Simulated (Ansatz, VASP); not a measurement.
# One calculation of PbS, two programs

Contents of INCAR:

```
SYSTEM = PbS
PREC = Accurate
ENCUT = 520
EDIFF = 1E-7
ISMEAR = 0
SIGMA = 0.02
LREAL = .False.
LASPH = .True.
NELM = 60
ALGO = Normal
ISIF = 2
LWAVE = .False.
LCHARG = .False.
GGA = RP
NBANDS = 17
```

File KPOINTS:

```
regular mesh
0
Gamma
  8 8 7
  0 0 0
```

POSCAR

```
PbS
1.0
    4.0896976867      0.0000000000      0.0000000000
   -2.0448488433      3.5417820905      0.0000000000
    0.0000000000      0.0000000000      3.7881670000
Pb S
1 1
Direct
    0.0000000000      0.0000000000      0.0000000000
    0.6666666667      0.3333333333      0.5000000000
```

File input.yaml:

```yaml
crystal:
  lattice:
    - [4.0896976867, 0.0, 0.0]
    - [-2.0448488433, 3.5417820905, 0.0]
    - [0.0, 0.0, 3.788167]
  atoms:
    - { symbol: Pb, position: [0.0, 0.0, 0.0] }
    - { symbol: S, position: [0.6666666667, 0.3333333333, 0.5] }
kpoints:
  mp_grid: { grid: [8, 8, 7] }
scf:
  occupations: { method: gaussian, width: 0.02 }
hamiltonian:
  xc: rpbe
  pseudopotentials: { kind: all_electron, lapw: { basis_error: 0.001 } }
output:
  forces: true
  stress: true
  eigenvalues: true
```

Measurements of this composition are mostly on another form, of space group No. 225.

Alike in both runs: task single point; functional RPBE; k mesh 8 × 8 × 7; occupations gaussian, width 0.02 eV; no spin polarisation.

```csv
,VASP,Ansatz
version,VASP 6.6.1,Ansatz 0.2.0
potentials or method,"VASP PAW PBE potentials, release 64 (Pb_d, S)","all-electron LAPW, scalar-relativistic"
plane-wave cutoff (eV),520,see its input
```

|  | VASP | Ansatz | Ansatz less VASP |
| --- | --- | --- | --- |
| gap on the k mesh at the Fermi level (eV) | 0.30 | 0.29 | -0.003 |
| least direct gap on the mesh (eV) | 1.70 | 1.70 | -0.005 |
| pressure (GPa) | 1.8 | 1.9 | +0.09 |
| largest component of the traceless stress (GPa) | 0.08 | 0.09 | +0.014 |

Ansatz ran all-electron here, so the differences hold the error of VASP's frozen core and of both bases.

Caveats: spin-orbit coupling is left out, which as a rule narrows the gap of such compounds by several tenths of an eV; an odd mesh through Γ misses points on the zone boundary, where band edges often lie; the PAW data sets were made with another functional, which shifts forces and pressure a little (VASP).
